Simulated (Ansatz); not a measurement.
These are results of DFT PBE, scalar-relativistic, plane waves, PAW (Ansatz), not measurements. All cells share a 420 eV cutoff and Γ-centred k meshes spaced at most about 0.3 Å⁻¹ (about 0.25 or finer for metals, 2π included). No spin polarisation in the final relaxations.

These are static total energies at zero pressure.

Two relaxed structures of Ge:

A.

```
CELL_PARAMETERS angstrom
3.90954 0.00000 0.00000
-1.95477 3.38576 0.00000
0.00000 0.00000 10.50534
ATOMIC_POSITIONS crystal
Ge 0.00000 0.00000 0.50000
Ge 0.00000 0.00000 0.00000
Ge 0.66667 0.33333 0.37102
Ge 0.33333 0.66667 0.62898
Ge 0.33333 0.66667 0.87102
Ge 0.66667 0.33333 0.12898
```

B.

```
CELL_PARAMETERS angstrom
4.08872 0.00000 0.00000
0.00000 6.21159 0.00000
0.00000 0.00000 6.26535
ATOMIC_POSITIONS crystal
Ge 0.75000 0.29458 0.11669
Ge 0.25000 0.70542 0.88331
Ge 0.25000 0.29458 0.88331
Ge 0.75000 0.70542 0.11669
Ge 0.25000 0.00000 0.61320
Ge 0.75000 0.00000 0.38680
```

Question: Which would you expect to be lower, and how large is the difference?

Answer: B is lower, by 180 meV/atom. A has space group P6_3/mmc (No. 194), 23.2 Å³/atom and no gap on its mesh; B has space group Pmma (No. 51), 26.5 Å³/atom and no gap. Counting all near atoms (those within 1.25 times the shortest such distance or 1.15 times the sum of covalent radii; a slash parts the counts of unlike sites), A has Ge 4/6 and B has Ge 4. The lower one is the more open, so pressure narrows the difference. Both come from invented guesses. The part of the Crystallography Open Database at hand lists Ge in space groups No. 64, 96, 227; no cell shown has one of them.

The zero gap of Pmma may come from the functional, which often closes small gaps. Cells relaxed within their symmetry can be saddle points.
